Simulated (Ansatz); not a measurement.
**KBr (Fm-3m), two-dimensional strain map**

Computed with Ansatz, DFT r2SCAN, scalar-relativistic, plane waves, PAW. The runs took a 500 eV cutoff, a Γ-centred 6×6×6 mesh and Gaussian smearing (0.05 eV). No spin polarisation. Energies are free energies at this smearing, counted from the undisturbed cell; pressure is positive in compression.

The undisturbed cell (as given, not relaxed at this level; it stands at 0.2 GPa):

```
CELL_PARAMETERS angstrom
0.00000 3.29250 3.29250
3.29250 0.00000 3.29250
3.29250 3.29250 0.00000
ATOMIC_POSITIONS crystal
K 0.00000 0.00000 0.00000
Br 0.50000 0.50000 0.50000
```

The cell is strained by p along both x and y and by q along z, fractional coordinates fixed. Points are written (p, q).

Energy above the undisturbed cell in meV/atom (a dash: not computed):

```csv
p \ q,-0.080,-0.040,0.000,0.040,0.080
-0.080,158.0,115.8,99.1,97.6,104.6
-0.040,75.2,36.2,22.5,23.9,33.6
0.000,46.0,10.4,0.0,4.5,17.1
0.040,49.6,17.5,10.5,18.2,33.9
0.080,72.2,43.6,40.1,51.1,69.9
```

Pressure in GPa:

| p \ q | -0.080 | -0.040 | 0.000 | 0.040 | 0.080 |
| --- | --- | --- | --- | --- | --- |
| -0.080 | 7.9 | 6.1 | 4.9 | 4.2 | 3.6 |
| -0.040 | 4.5 | 3.0 | 2.0 | 1.3 | 0.9 |
| 0.000 | 2.4 | 1.0 | 0.2 | -0.4 | -0.7 |
| 0.040 | 1.1 | -0.1 | -0.8 | -1.3 | -1.6 |
| 0.080 | 0.4 | -0.7 | -1.4 | -1.8 | -2.0 |

Gap on the k-mesh in eV:

```csv
p \ q,-0.080,-0.040,0.000,0.040,0.080
-0.080,5.89,5.74,5.53,5.33,5.17
-0.040,5.56,5.48,5.32,5.17,5.04
0.000,5.23,5.19,5.10,4.98,4.87
0.040,4.97,4.94,4.87,4.78,4.69
0.080,4.77,4.75,4.69,4.61,4.53
```